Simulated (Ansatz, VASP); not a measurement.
## Two plane-wave programs on Cu

File INCAR:

```
ALGO = Normal ; EDIFF = 1E-6
ENCUT = 520 ; ISIF = 2
ISMEAR = -1 ; LASPH = T
LCHARG = F ; LREAL = F
LWAVE = F ; NBANDS = 12
NELM = 60 ; PREC = Accurate
SIGMA = 0.1
```

Contents of KPOINTS:

```
k-points
0
Gamma
  15 15 15
```

Contents of POSCAR:

```
Cu
1.0
    2.4164102724      0.0000000000      0.0000000000
    0.0000000000      2.4164102724      0.0000000000
    0.0000000000      0.0000000000      2.4164102724
Cu
1
Direct
    0.0000000000      0.0000000000      0.0000000000
```

Input for Ansatz:

```yaml
crystal:
  lattice:
    - [2.4164102724, 0.0, 0.0]
    - [0.0, 2.4164102724, 0.0]
    - [0.0, 0.0, 2.4164102724]
  atoms:
    - { symbol: Cu, position: [0.0, 0.0, 0.0] }
hamiltonian:
  xc: lda
  pseudopotentials:
    kind: paw
    azcp:
      Cu: "pseudopotentials/Cu.paw.azcp"
basis:
  ecutwfc: 420
  fft_grid_basis: typed
kpoints:
  mp_grid: { grid: [15, 15, 15], shift: [0, 0, 0] }
magnetization:
  spin_polarized: false
scf:
  occupations: { method: fermi_dirac, width: 0.1 }
  lower_state_search: "off"
output:
  stress: true
```

Alike in both runs: task single point; functional LDA; k mesh 15 × 15 × 15; occupations fermi-dirac, width 0.1 eV; no spin polarisation.

|  | VASP | Ansatz |
| --- | --- | --- |
| version | VASP 6.6.1 | Ansatz 0.2.0 |
| potentials or method | VASP PAW LDA potentials, release 64 (Cu) | plane waves (420 eV) with PAW, scalar-relativistic |
| plane-wave cutoff (eV) | 520 | 420 |
| valence electrons in the cell | 11 | 19 |

Ansatz gave:

- pressure (GPa): -12.0

Q: Which values does VASP return?

A: Pressure (GPa): -11.1.

The two sets of potentials don't hold the same shells in valence. Ansatz warned: «pseudo_functional_mismatch».
